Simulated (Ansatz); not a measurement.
# Electric field gradients in SiC under strain

The cell is a measured structure from the Crystallography Open Database (COD), relaxed with PBE at fixed cell and then changed (z compressed by 3 %, ions relaxed).

```
Si C
1.0
     1.53890   -2.66750    0.00000
     1.53890    2.66750    0.00000
     0.00000    0.00000   14.66824
Si C
6 6
Direct
  0.16666 0.83334 0.85706
  0.83334 0.16666 0.35706
  0.50014 0.49986 0.52396
  0.49986 0.50014 0.02396
  0.83346 0.16654 0.69055
  0.16654 0.83346 0.19055
  0.50021 0.49979 0.65048
  0.49979 0.50021 0.15048
  0.16660 0.83340 0.98330
  0.83340 0.16660 0.48330
  0.83340 0.16660 0.81679
  0.16660 0.83340 0.31679
```

Sites (sets of like atoms) are named by element and the number of their first atom in this list.

Method: Kohn–Sham DFT in Ansatz, PBE, plane waves and PAW, scalar-relativistic, 420 eV cutoff, Γ-centred 16×16×3 k-points, Fermi–Dirac smearing 0.02 eV.

Conventions: |V_zz| ≥ |V_yy| ≥ |V_xx|, η = (V_xx − V_yy)/V_zz, C_Q = eQV_zz/h. Directions are in the Cartesian axes of the cell vectors above, for the atom listed; none is given where the gradient is under 0.02 or η is above 0.95.

```csv
site,first atom,first shell,V_zz (10²¹ V/m²),η,"direction of V_zz (x, y, z)"
Si1,1,4 C at 1.85–1.87 Å,-0.18,0.01,0.00 0.03 1.00
Si3,3,4 C at 1.86–1.88 Å,-0.57,0.00,0.00 -0.01 1.00
Si5,5,4 C at 1.85–1.87 Å,-0.10,0.02,0.00 0.05 1.00
C7,7,4 Si at 1.86–1.87 Å,-0.21,0.06,0.00 0.00 1.00
C9,9,4 Si at 1.85–1.88 Å,-0.37,0.03,0.00 0.00 1.00
C11,11,4 Si at 1.85–1.87 Å,-0.42,0.03,0.00 0.00 1.00
```

At this changed cell the PBE pressure is 11 GPa.

The relaxation (4 steps) took 41 s of wall time (2.5 min of CPU time) and 0.91 GiB at its peak, on 4 threads of Intel Xeon Platinum 8375C CPU @ 2.90GHz (Ice Lake) (x86_64; 16 cores open to the job, memory cap 8.0 GiB, no GPU), a shared host with a load of 0.3 a core.
